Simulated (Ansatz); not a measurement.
# Pb: changing the functional

```
Pb
1.0
     3.48000    0.00000    0.00000
    -1.74000    3.01377    0.00000
     0.00000    0.00000    5.59000
Pb
2
Direct
  0.66667 0.33333 0.75000
  0.33333 0.66667 0.25000
```

This isn't the form of Pb at room conditions, which is fcc.

Kept alike: task band structure; k mesh 9 × 9 × 5; occupations fermi-dirac, width 0.05 eV; no spin polarisation. Program: Ansatz, Ansatz PAW. Cutoffs run from 420 to 500 eV. The mesh is that of the run's cell of 2 atoms. No spin-orbit coupling.

| run | pressure (GPa) |
| --- | --- |
| A | -0.56 |
| B | 2.88 |
| C | 8.06 |
| D | 1.06 |

Pressure is positive in compression, with a Pulay correction for the finite cutoff. For a metal such a mesh leaves the last digits unconverged. All rows use potentials made for PBE.

Q: The runs differ in the functional (and the cutoff that goes with it) alone: BLYP; LDA; PBEsol; r2SCAN. Which run is which?

A: Run A is LDA; run B is r2SCAN; run C is BLYP; run D is PBEsol. The pressure runs from -0.56 (LDA) to 8.06 GPa (BLYP).
